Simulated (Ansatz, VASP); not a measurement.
# Cross-check of InGa3As4 (random alloy of the zinc-blende GaAs-InAs line, x = 0.25) between VASP and Ansatz, part 2 of 2

Aim: how closely do two programs agree when they are given the same cell, functional and k mesh? Of the first pair: The structure shown is the start of the Ansatz relaxation below; VASP solves that cell, so the two are compared at the walk's first step.

VASP 6.6.1 and Ansatz 0.2.0.

So far: Starting point; Ansatz: relaxation, PBE.

### 3. VASP: single point, PBE, start cell, pair 1

Level of this step: PBE; plane waves and PAW (Ga_d, As, In_d) (VASP).

The same cell, functional, mesh and smearing now go to VASP, with its own data sets.

Lines of VASP's logs that name or quote its potential files are left out, and so is its time.

INCAR

```
SYSTEM = InGa3As4
PREC = Accurate
ENCUT = 400
EDIFF = 1E-06
NELM = 120
ISMEAR = -1
SIGMA = 0.025
LREAL = Auto
ALGO = Normal
GGA = PE
NBANDS = 336
LORBIT = 11
LWAVE = .FALSE.
LCHARG = .FALSE.
ISIF = 2
LASPH = .TRUE.
GGA_COMPAT = .FALSE.
EFERMI = MIDGAP
NCORE = 2
```

POSCAR

```
InGa3As4
1.0
   11.7200000000      0.0000000000      0.0000000000
    0.0000000000     11.7200000000      0.0000000000
    0.0000000000      0.0000000000     11.7200000000
Ga As In
24 32 8
Direct
    0.9992918089      0.9998976109      0.9963481229
    0.0008617747      0.2478668942      0.2481911263
    0.2500682594      0.9980887372      0.2509215017
    0.2487201365      0.2500170648      0.9984982935
    0.9994197952      0.9995989761      0.4989078498
    0.2508617747      0.9985580205      0.7500000000
    0.2468088737      0.2529522184      0.5025000000
    0.9985921502      0.5001535836      0.0017064846
    0.0007423208      0.7521843003      0.2489163823
    0.2492832765      0.4997696246      0.2499317406
    0.2488395904      0.7475426621      0.0008873720
    0.0011860068      0.7465273038      0.7496843003
    0.2493088737      0.4976365188      0.7523293515
    0.2506484642      0.7509726962      0.5003498294
    0.4980716724      0.2507423208      0.2494795222
    0.4982593857      0.0007423208      0.4994539249
    0.7481911263      0.0010068259      0.7496928328
    0.5055972696      0.5016638225      0.0030631399
    0.5010324232      0.7500085324      0.2496075085
    0.7519112628      0.4995307167      0.2529692833
    0.7491979522      0.7478583618      0.0002133106
    0.5070136519      0.5013993174      0.5026109215
    0.4993771331      0.7485068259      0.7506825939
    0.7522781570      0.5005204778      0.7492235495
    0.1277986348      0.1219368601      0.1235580205
    0.1234470990      0.3759385666      0.3789078498
    0.3739761092      0.1249658703      0.3770136519
    0.3747269625      0.3754436860      0.1233105802
    0.1229692833      0.1225682594      0.6247440273
    0.1251877133      0.3756313993      0.8773208191
    0.3759300341      0.1244709898      0.8763225256
    0.3744283276      0.3760409556      0.6250767918
    0.1243515358      0.6243600683      0.1248720137
    0.1258703072      0.8753668942      0.3718259386
    0.3755631399      0.6215187713      0.3750767918
    0.3762457338      0.8738907850      0.1264419795
    0.1276962457      0.6204607509      0.6248378840
    0.1248720137      0.8764078498      0.8771331058
    0.3770819113      0.6242064846      0.8755972696
    0.3773976109      0.8720307167      0.6267832765
    0.6209982935      0.1269795222      0.1256569966
    0.6294112628      0.3781313993      0.3757508532
    0.8740358362      0.1234641638      0.3739931741
    0.8734129693      0.3793515358      0.1224914676
    0.6257167235      0.1263566553      0.6271501706
    0.6219880546      0.3748037543      0.8741467577
    0.8767406143      0.1224658703      0.8764419795
    0.8745733788      0.3723634812      0.6214505119
    0.6242662116      0.6261860068      0.1261860068
    0.6214675768      0.8760409556      0.3757167235
    0.8742406143      0.6228583618      0.3766040956
    0.8762883959      0.8754095563      0.1258532423
    0.6216126280      0.6256228669      0.6263225256
    0.6244624573      0.8739931741      0.8769624573
    0.8758788396      0.6264163823      0.8760836177
    0.8760580205      0.8766382253      0.6262883959
    0.9995392491      0.2538139932      0.7458532423
    0.9993515358      0.5001109215      0.4981313993
    0.5006484642      0.9996331058      0.0019965870
    0.7487713311      0.9990017065      0.2494539249
    0.7495307167      0.2491211604      0.9988139932
    0.5012798635      0.2483020478      0.7518941980
    0.7508532423      0.2502218430      0.4975767918
    0.7475170648      0.7494197952      0.5006058020
```

KPOINTS

```
Automatic mesh
0
Gamma
1 1 1
0 0 0
```

PAW data sets: Ga_d, As and In_d (PBE family, release 64).

On the command line:

```
mpirun -np 8 vasp_gam
```

Numbers of over 12 decimals in the logs are rounded to 6 here.

The log of the run:

```text
[banner, memory and clock lines left out]
running    8 mpi-ranks, on    1 nodes
[...]
LDA part: xc-table for (Slater+PW92), standard interpolation
 POSCAR, INCAR and KPOINTS ok, starting setup
[...]
entering main loop
       N       E                     dE             d eps       ncg     rms          rms(c)
DAV:   1     0.888817924208E+04    0.88882E+04   -0.20548E+05   704   0.228E+03
DAV:   2     0.221996955718E+04   -0.66682E+04   -0.64516E+04   672   0.663E+02
DAV:   3     0.819643700957E+02   -0.21380E+04   -0.20011E+04   824   0.260E+02
DAV:   4    -0.232586118904E+03   -0.31455E+03   -0.29807E+03   808   0.955E+01
[...]
DAV:  16    -0.251528511500E+03   -0.23804E-06   -0.13714E-04   848   0.456E-02    0.606E-02
DAV:  17    -0.251528513126E+03   -0.16263E-05   -0.32066E-05   904   0.156E-02    0.490E-02
DAV:  18    -0.251528513084E+03    0.41910E-07   -0.27092E-06   504   0.566E-03
   1 F= -.25152851E+03 E0= -.25148160E+03  d E =-.938262E-01
```

From OUTCAR (step 3):

```text
  Total       18.2012232     18.3033247     17.9727288     -1.8523395      0.9345040      0.4855543
  in kB       18.1145823     18.2161977     17.8871755     -1.8435221      0.9300556      0.4832430
  external PRESSURE =      18.0726518 kB  Pullay stress =       0.0000000 kB

 POSITION                                       TOTAL-FORCE (eV/Angst)
 -----------------------------------------------------------------------------------
     11.71170     11.71880     11.67720         0.132134     -0.081104      0.367097
      0.01010      2.90500      2.90880         0.026169      0.156869     -0.046521
      2.93080     11.69760      2.94080         0.226025      0.123317     -0.121042
      2.91500      2.93020     11.70240         0.170435     -0.074661      0.094244
     11.71320     11.71530      5.84720         0.064360     -0.072875     -0.087941
      2.94010     11.70310      8.79000         0.029684      0.038655      0.013750
      2.89260      2.96460      5.88930         0.212078     -0.254404     -0.056056
     11.70350      5.86180      0.02000         0.162807      0.116603     -0.169405
      0.00870      8.81560      2.91730        -0.076427     -0.259331      0.044798
      2.92160      5.85730      2.92920         0.060740     -0.118106      0.010779
      2.91640      8.76120      0.01040         0.199921      0.153801     -0.077216
      0.01390      8.74930      8.78630         0.162554      0.247165     -0.065315
      2.92190      5.83230      8.81730         0.246114      0.116028     -0.026635
      2.93760      8.80140      5.86410         0.057844     -0.192971     -0.115091
[...]
-----------------------------------------------------------------------------------
    total drift:                               -0.044319     -0.029094     -0.042457

  FREE ENERGIE OF THE ION-ELECTRON SYSTEM (eV)
  ---------------------------------------------------
  free  energy   TOTEN  =      -251.5285130839 eV

  energy  without entropy=     -251.4346868923  energy(sigma->0) =     -251.48159999

[... 2 further parts left out ...]
```

The run ends at a pressure of 1.81 GPa, with forces up to 1.9 eV/Å.

### 4. Side by side

Known differences besides the potentials themselves: the data sets hold 896 valence electrons in Ansatz (on its default PAW (the set named soft_2) files) and 576 in VASP; the cutoff is 420 eV in Ansatz and 400 eV in VASP (PREC = Accurate, projectors in real space). Total energies have different zeros and are not compared.

Forces on 10 of the 64 atoms, those with the largest forces and the largest differences (eV/Å; atoms numbered as in POSCAR):

```tsv
atom	Ansatz x, y, z	VASP x, y, z
As26	0.882, -1.035, -1.316	0.887, -1.037, -1.309
As31	-1.603, -0.070, -0.051	-1.605, -0.072, -0.054
As37	0.530, 1.004, 0.774	0.521, 1.003, 0.775
As38	0.055, -0.325, -0.229	0.058, -0.335, -0.236
As43	1.532, 0.043, -0.041	1.534, 0.050, -0.040
As44	0.719, 0.218, 0.972	0.720, 0.218, 0.982
As45	0.073, -1.518, -0.395	0.073, -1.518, -0.403
As46	0.534, 1.619, 0.215	0.534, 1.622, 0.222
As48	-0.800, 1.232, 0.869	-0.802, 1.237, 0.865
As51	-0.062, 0.550, -1.577	-0.061, 0.558, -1.581
```

The forces differ by 3.3 meV/Å r.m.s., which is 0.7 % of the r.m.s. force of 0.481 eV/Å (both taken over all components).

### 5. Ansatz: relaxation, PBE

This run makes the geometry at which the two programs are then compared. The cell compared in this pair holds 1640.57 Å³, against 1609.84 Å³ for the pair before.

The structure compared here is the end of the Ansatz relaxation.

This is the run of step 2 again, met here at its other cell.

### 6. VASP: single point, PBE, relaxed cell, pair 2

The same cell, functional, mesh and smearing now go to VASP, with its own data sets.

INCAR, as its differences from that of step 3:

```diff
@@ -2,3 +2,3 @@
 PREC = Accurate
-ENCUT = 400
+ENCUT = 500
 EDIFF = 1E-06
```

POSCAR

```
InGa3As4
1.0
   11.8424610000     -0.0344830000      0.0246910000
   -0.0344830000     11.7843390000      0.0652890000
    0.0246910000      0.0652890000     11.7562110000
Ga As In
24 32 8
Direct
    0.0051700000      0.9960000000      0.9996400000
    0.0076500000      0.2497300000      0.2476400000
    0.2488000000      0.9996700000      0.2513600000
    0.2482400000      0.2526300000      0.0029000000
    0.0082500000      0.9979500000      0.4988200000
    0.2492700000      0.9966600000      0.7479200000
    0.2532700000      0.2482800000      0.4957000000
    0.0033100000      0.5035900000      0.0018200000
    0.0052400000      0.7494200000      0.2461800000
    0.2528400000      0.4999500000      0.2478400000
    0.2492000000      0.7483000000      0.0001900000
    0.0039200000      0.7518400000      0.7533700000
    0.2525800000      0.5046000000      0.7517800000
    0.2519500000      0.7515500000      0.5001600000
    0.4945700000      0.2556000000      0.2517400000
    0.4946900000      0.9977100000      0.4997800000
    0.7540500000      0.9927100000      0.7487600000
    0.4987600000      0.5052800000      0.0018300000
    0.4960600000      0.7464200000      0.2489200000
    0.7490400000      0.5025100000      0.2455000000
    0.7533400000      0.7464700000      0.9977500000
    0.4963200000      0.5017800000      0.4975800000
    0.4988600000      0.7484500000      0.7502500000
    0.7488600000      0.5070400000      0.7542500000
    0.1248400000      0.1229400000      0.1243900000
    0.1324500000      0.3687600000      0.3693800000
    0.3741100000      0.1241900000      0.3751200000
    0.3737700000      0.3762500000      0.1239200000
    0.1321200000      0.1194900000      0.6189100000
    0.1305000000      0.3827200000      0.8823200000
    0.3586800000      0.1248200000      0.8756900000
    0.3654500000      0.3810100000      0.6179500000
    0.1264300000      0.6239800000      0.1260200000
    0.1253100000      0.8720000000      0.3749800000
    0.3713800000      0.6245300000      0.3758400000
    0.3652300000      0.8666500000      0.1319000000
    0.1305900000      0.6322500000      0.6321900000
    0.1266000000      0.8734100000      0.8767100000
    0.3741200000      0.6267500000      0.8776300000
    0.3736400000      0.8728600000      0.6269500000
    0.6153400000      0.1315200000      0.1335700000
    0.6170500000      0.3829400000      0.3691600000
    0.8898000000      0.1253100000      0.3767500000
    0.8835200000      0.3809900000      0.1327600000
    0.6232700000      0.1085600000      0.6261700000
    0.6220300000      0.3870400000      0.8774300000
    0.8734100000      0.1101400000      0.8781600000
    0.8660300000      0.3818200000      0.6342100000
    0.6235600000      0.6269800000      0.1245000000
    0.6087500000      0.8730800000      0.3748300000
    0.8739200000      0.6263800000      0.3626900000
    0.8809500000      0.8669700000      0.1188000000
    0.6151800000      0.6180900000      0.6311300000
    0.6301100000      0.8659300000      0.8701400000
    0.8772600000      0.6250500000      0.8761600000
    0.8843000000      0.8781300000      0.6289900000
    0.0040500000      0.2486400000      0.7523200000
    0.0041900000      0.5016800000      0.4986700000
    0.4973300000      0.9964000000      0.9989100000
    0.7539500000      0.9982500000      0.2505900000
    0.7538600000      0.2535400000      0.0022700000
    0.4977100000      0.2511500000      0.7473800000
    0.7476700000      0.2499700000      0.4979500000
    0.7490700000      0.7503700000      0.5012900000
```

KPOINTS is that of step 3.

On the command line:

```
mpirun -np 8 vasp_gam
```

The log of the run:

```text
[... set-up lines as in an earlier step ...]
 entering main loop
       N       E                     dE             d eps       ncg     rms          rms(c)
DAV:   1     0.987141278702E+04    0.98714E+04   -0.23046E+05   720   0.257E+03
DAV:   2     0.252322024369E+04   -0.73482E+04   -0.71004E+04   672   0.758E+02
DAV:   3     0.167861695994E+03   -0.23554E+04   -0.22323E+04   800   0.288E+02
DAV:   4    -0.218654072929E+03   -0.38652E+03   -0.35758E+03   768   0.106E+02
[...]
DAV:  18    -0.254156409812E+03   -0.18159E-05   -0.46740E-06   592   0.406E-02    0.172E-03
DAV:  19    -0.254156411289E+03   -0.14765E-05   -0.89173E-06   568   0.123E-02    0.302E-03
DAV:  20    -0.254156411240E+03    0.48312E-07   -0.13116E-06   392   0.472E-03
   1 F= -.25415641E+03 E0= -.25413737E+03  d E =-.380845E-01
```

Parts of OUTCAR (step 6):

```text
  Total        1.4219843      1.2073235      1.3411263      0.0085312      0.1611134      0.0321735
  in kB        1.3887044      1.1790675      1.3097388      0.0083316      0.1573427      0.0314206
  external PRESSURE =       1.2925036 kB  Pullay stress =       0.0000000 kB

 POSITION                                       TOTAL-FORCE (eV/Angst)
 -----------------------------------------------------------------------------------
      0.05156     11.80229     11.81713         0.006965      0.013993     -0.000025
      0.08810      2.95881      2.92780         0.013930      0.015459      0.008813
      2.91814     11.78828      3.02645         0.011452      0.012465     -0.000186
      2.93113      2.96871      0.05672         0.013469      0.012061     -0.001362
      0.07560     11.79246      5.92959         0.009014      0.007946      0.001296
      2.93607     11.78521      8.86393         0.010730      0.010656     -0.004984
      3.00302      2.94945      5.85002         0.001523      0.021608      0.004114
      0.02188      5.93448      0.05436         0.010580      0.002612      0.000112
      0.04229      8.84731      2.94320         0.007354      0.014548      0.004245
      2.98313      5.89904      2.95254         0.012428      0.004682      0.002532
      2.92534      8.80964      0.05724         0.014527      0.008605     -0.004083
      0.03910      8.90899      8.90596         0.006086      0.004942     -0.003850
      2.99233      5.98675      8.87727         0.009237      0.006454     -0.002304
      2.97014      8.88049      5.93528         0.013847      0.011609     -0.001952
[...]
-----------------------------------------------------------------------------------
    total drift:                               -0.009876      0.002907     -0.001782

  FREE ENERGIE OF THE ION-ELECTRON SYSTEM (eV)
  ---------------------------------------------------
  free  energy   TOTEN  =      -254.1564112405 eV

  energy  without entropy=     -254.1183267012  energy(sigma->0) =     -254.13736897

[... 1 part as in an earlier step ...]

[... 1 further part left out ...]
```

The run ends at a pressure of 0.13 GPa, with forces up to 0.025 eV/Å.

### 7. Comparison

What differs besides the data sets and the points named for the pairs above, as far as they apply: the data sets hold 896 valence electrons in Ansatz (on its default PAW (the set named soft_2) files) and 576 in VASP; the cutoff is 420 eV in Ansatz and 500 eV in VASP (PREC = Accurate, projectors in real space). Total energies have different zeros and are not compared.

Compared:

```tsv
quantity	Ansatz	VASP	difference
pressure (GPa)	0.00	0.13	-0.13
gap on the k mesh (eV)	0.112	0.112	0.000
```

The largest component of a force difference here is 8 meV/Å. A gap on the mesh is an upper bound, since the band edges may lie between its points.

### 8. What came out

```yaml
r_m_s_force_difference_single_point_pbe_start_cell_pair_1: 0.69 % of the r.m.s. force
difference_in_gap_on_the_k_mesh_single_point_pbe_relaxed_cell_pair_2: -1.0e-5 eV
```

**Reading.** The r.m.s. force difference is 0.69 % of the r.m.s. force (single point, PBE, start cell, pair 1), within the 3 % picked in this series as the mark of a large difference. The data sets hold unlike numbers of valence electrons (896 in Ansatz and 576 in VASP), so part of the differences may come from the potentials. Such differences can come from data sets, numerical settings and the points named under the comparisons, not from the functional's error against experiment.

[Lines on the potential files, build, host, timing and source positions are cut from VASP's logs without a mark.]

[Logs are printed without paths, hosts, clocks, repeated set-up lines and the standing remarks that a program may print on its own settings, such as how far it seeks lower states.]

[Hosts, paths, dates, database ids (printed as entryN), source tags and the programs' standing remarks are cut or masked in the printed files.]
